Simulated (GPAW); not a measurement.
Consider WS2 (monolayer).

```
W S
1.0
    -6.36000   -5.50792    0.00000
     1.59000   -8.26188    0.00000
     0.00000    0.00000   12.74000
W S
7 14
Direct
  0.00000 0.00000 0.50000
  0.28572 0.14285 0.50000
  0.14285 0.57143 0.50000
  0.57143 0.28572 0.50000
  0.42857 0.71429 0.50000
  0.85714 0.42857 0.50000
  0.71429 0.85714 0.50000
  0.76191 0.04762 0.62363
  0.04762 0.19048 0.62363
  0.90476 0.61905 0.62363
  0.33333 0.33333 0.62363
  0.19048 0.76191 0.62363
  0.61905 0.47619 0.62363
  0.47619 0.90476 0.62363
  0.76191 0.04762 0.37637
  0.04762 0.19048 0.37637
  0.90476 0.61905 0.37637
  0.33333 0.33333 0.37637
  0.19048 0.76191 0.37637
  0.61905 0.47619 0.37637
  0.47619 0.90476 0.37637
```

Absorber: atom 8, with 3 W at 2.42 Å (pyramidal). Method: GPAW, PBE, excited-electron core hole (neutral cell), 21-atom cell with 8.4 Å between holes, 3×3×1 k points, dipole transitions, Gaussian full width 0.9 eV up to 4 eV, rising linearly to 3.5 eV at 25 eV, without spin-orbit coupling.

Where do the maxima of the S K edge fall?

Main maxima up to 20 eV above the zero (height): 0.4 eV (3.34), 5.4 eV (0.80), 7.4 eV (1.03), 10.1 eV (1.33) and 18.6 eV (1.01). A K edge sees empty p states; the first features are S p mixed into the empty d states of the W neighbours, and the broad ones above probably into the cations' higher empty bands. The total-energy difference is 2484.41 eV. One term is added: -16.94 eV, since the hole is spin-paired here and a spin-polarised one costs that much less in the free atom (computed apart). The photon energy is then 2467.47 eV. The functional leaves an error of a few eV in such absolute values.

The S K spectrum (energy from the bottom of the conduction band, which holds the excited electron; intensity scaled to a mean of 1 over the first 20 eV):

```csv
E (eV),isotropic,ε ∥ x,ε ∥ z
-2.0,0.00,0.00,0.00
-1.0,0.02,0.02,0.01
0.0,2.29,2.92,1.03
1.0,1.92,2.13,1.49
2.0,1.17,1.08,1.35
3.0,0.82,0.65,1.15
4.0,0.37,0.20,0.72
5.0,0.76,0.36,1.55
6.0,0.69,0.53,1.02
7.0,0.94,0.86,1.11
8.0,0.90,0.97,0.77
9.0,1.10,1.25,0.79
10.0,1.32,1.48,1.01
11.0,1.16,1.13,1.21
12.0,0.90,0.84,1.02
13.0,0.77,0.80,0.72
14.0,0.68,0.73,0.60
15.0,0.71,0.72,0.71
16.0,0.79,0.74,0.90
17.0,0.89,0.83,1.02
18.0,0.99,0.99,1.01
19.0,1.00,1.05,0.91
20.0,0.94,1.01,0.79
21.0,0.90,1.00,0.71
```

Some eV above the zero the states pass the vacuum level, and features normal to the sheet may then be states of the box. The mesh is coarse (0.29 Å⁻¹ between points), so small maxima may be mesh ripples.

[Banner, clock and machine lines of the logs are left out without a mark of their own.]

[Logs are printed without paths, hosts, clocks, repeated set-up lines and the standing remarks that a program may print on its own settings, such as how far it seeks lower states.]

[Hosts, paths, dates, database ids (printed as entryN), source tags and the programs' standing remarks are cut or masked in the printed files.]

[Lists of maxima count a maximum above −3 eV only where it reaches 4 % of the highest in the window and stands out from its surroundings by 2 % of it (1.5 % where it reaches 55 %); shoulders and weaker maxima are passed over, and of the rest the first, up to two pre-edge ones and the few strongest are named.]
